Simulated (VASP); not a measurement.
# Settings for GaN: relaxation of the atoms

GaN, P1 (no. 1), 4 atoms in the cell. PBEsol; PAW potentials Ga_d, N (PBE set). VASP 6.6.1.

Wanted: energy within 2 meV/atom; shortest distances from each atom, periodic images included within 0.005 Å.

What the run is for: geometry; Accuracy asked: standard.

POSCAR:
```
GaN
1.0
    3.1800000000      0.0000000000      0.0000000000
   -1.5900000000      2.7539607840      0.0000000000
    0.0000000000      0.0000000000      5.1660000000
Ga N
2 2
Direct
    0.6682340000      0.3523120000      0.4898460000
    0.3561230000      0.6816860000     -0.0031710000
    0.6141670000      0.2894730000      0.8800950000
    0.3106550000      0.6491370000      0.3632610000
```

The series start from Plane-wave cutoff (eV): 520; k-point mesh: 5 × 5 × 3; Ionic threshold (EDIFFG): -0.01; Electronic threshold (eV): 1e-6; Precision mode (PREC): Accurate; Relaxation algorithm: IBRION=2; Electronic steps between moves: NELMIN=4 ALGO=Normal. Each series keeps the choices made before it, and each single choice may use up half of a tolerance.

## Plane-wave cutoff (eV)

| Plane-wave cutoff (eV) | Energy less reference (meV/atom) | Shortest distances from each atom, periodic images included, largest deviation (Å) | SCF iterations | Time (s) |
|---|---|---|---|---|
| 360 | 8.9 | 0.0001 | 91 | 33 |
| 400 | 1.8 | 0.0001 | 91 | 39 |
| 460 | 0.5 | 0.0002 | 87 | 40 |
| 520 | 1.7 | 0.0000 | 91 | 47 |
| 640 (reference) | 0.0 | 0.0000 | 91 | 73 |

Chosen: 640; the next looser run is off by more than half of the tolerance, so convergence isn't shown beyond this value.

## k-point mesh

| k-point mesh | Energy less reference (meV/atom) | Shortest distances from each atom, periodic images included, largest deviation (Å) | SCF iterations | Time (s) |
|---|---|---|---|---|
| 3 × 3 × 2 | 77.4 | 0.0012 | 92 | 41 |
| 4 × 4 × 2 | 17.0 | 0.0003 | 91 | 51 |
| 5 × 5 × 3 | 4.8 | 0.0001 | 91 | 73 |
| 7 × 7 × 4 | 0.3 | 0.0000 | 91 | 149 |
| 8 × 8 × 5 (reference) | 0.0 | 0.0000 | 91 | 228 |

Chosen: 7 × 7 × 4, the loosest value from which every tighter one stays within half of the tolerance.

## Ionic threshold (EDIFFG)

| Ionic threshold (EDIFFG) | Energy less reference (meV/atom) | Shortest distances from each atom, periodic images included, largest deviation (Å) | SCF iterations | Time (s) |
|---|---|---|---|---|
| -0.1 | 0.3 | 0.0021 | 53 | 92 |
| -0.05 | 0.2 | 0.0006 | 62 | 102 |
| -0.02 | 0.0 | 0.0004 | 79 | 127 |
| -0.01 | 0.0 | 0.0003 | 91 | 149 |
| -0.005 | 0.0 | 0.0003 | 91 | 154 |
| -0.002 (reference) | 0.0 | 0.0000 | 103 | 176 |

Chosen: -0.1.

## Electronic threshold (eV)

| Electronic threshold (eV) | Energy less reference (meV/atom) | Shortest distances from each atom, periodic images included, largest deviation (Å) | SCF iterations | Time (s) |
|---|---|---|---|---|
| 0.0001 | 0.0 | 0.0002 | 38 | 62 |
| 1e-5 | 0.0 | 0.0001 | 46 | 79 |
| 1e-6 | 0.0 | 0.0000 | 53 | 92 |
| 1e-7 (reference) | 0.0 | 0.0000 | 64 | 104 |

Chosen: 0.0001.

## Precision mode (PREC)

| Precision mode (PREC) | Energy less reference (meV/atom) | Shortest distances from each atom, periodic images included, largest deviation (Å) | SCF iterations | Time (s) |
|---|---|---|---|---|
| Normal | 0.0 | 0.0001 | 38 | 36 |
| Accurate (reference) | 0.0 | 0.0000 | 38 | 62 |

Chosen: Normal.

## Relaxation algorithm

| Relaxation algorithm | Energy less reference (meV/atom) | Shortest distances from each atom, periodic images included, largest deviation (Å) | SCF iterations | Time (s) |
|---|---|---|---|---|
| IBRION=2 | 0.0 | 0.0000 | 38 | 36 |
| IBRION=2 POTIM=0.2 | 0.0 | 0.0009 | 40 | 39 |
| IBRION=2 POTIM=0.8 | 0.0 | 0.0007 | 46 | 43 |
| IBRION=1 | -0.1 | 0.0011 | 32 | 31 |
| IBRION=1 POTIM=0.2 | 0.1 | 0.0058 | 32 | 43 |
| IBRION=1 POTIM=0.3 NFREE=9 | 0.1 | 0.0037 | 27 | 32 |
| IBRION=3 POTIM=0.2 SMASS=0.4 | -0.2 | 0.0040 | 81 | 99 |
| IBRION=3 POTIM=0.3 | -0.2 | 0.0025 | 93 | 91 |

Chosen: IBRION=1; it saves 4.4 s of 36, so IBRION=2 would do nearly as well.

## Electronic steps between moves

| Electronic steps between moves | Energy less reference (meV/atom) | Shortest distances from each atom, periodic images included, largest deviation (Å) | SCF iterations | Time (s) |
|---|---|---|---|---|
| NELMIN=4 ALGO=Normal | 0.0 | 0.0000 | 32 | 31 |
| ALGO=Normal | 0.0 | 0.0000 | 31 | 31 |
| NELMIN=4 MAXMIX=40 ALGO=Normal | 0.0 | 0.0003 | 32 | 31 |
| NELMIN=4 ALGO=Fast | 0.0 | 0.0006 | 36 | 34 |
| NELMIN=4 MAXMIX=40 ALGO=Fast | 0.0 | 0.0007 | 43 | 40 |

Chosen: NELMIN=4 ALGO=Normal; no other choice that stays within half of the tolerance saves 30 % of the time.

## All choices together

| Input | Energy less reference (meV/atom) | Shortest distances from each atom, periodic images included, largest deviation (Å) | Time (s) |
|---|---|---|---|
| the program's defaults (naive) | 5.4 | 0.0012 | 8.7 |
| chosen settings | 0.4 | 0.0013 | 31 |
| reference settings throughout | 0.0 | 0.0000 | 320 |

The chosen settings stay within the tolerance of the reference run, but the reference itself isn't shown to be converged in: Plane-wave cutoff (eV).

## The input

INCAR:
```
GGA = PS
ISMEAR = 0
SIGMA = 0.03
LWAVE = False
LCHARG = False
ISIF = 2
NSW = 120
PREC = Normal
LASPH = True
LREAL = False
ALGO = Normal
EDIFF = 1E-4
NELM = 120
GGA_COMPAT = False
IBRION = 1
EDIFFG = -0.1
NELMIN = 4
ENCUT = 640
EFERMI = MIDGAP
KPAR = 4
```

KPOINTS:
```
Automatic mesh
0
Gamma
  7 7 4
  0 0 0
```

Commands:
```
cat potpaw_PBE.64/Ga_d/POTCAR potpaw_PBE.64/N/POTCAR > POTCAR
mpirun -np 4 vasp_std > vasp.out
```

The chosen input took VASP 6.6.1 31 s on 4 cores (Intel Xeon Platinum 8559C (Emerald Rapids)), a shared host.

## An input that fails: force threshold below the noise of the forces

It gives no converged result.

Changes against the starting input:
```
- NSW = 120
- PREC = Accurate
- EDIFF = 1e-06
- NELM = 120
- EDIFFG = -0.01
- NELMIN = 4
+ NSW = 30
+ PREC = Low
+ EDIFF = 0.001
+ NELM = 97
+ EDIFFG = -0.0001
```
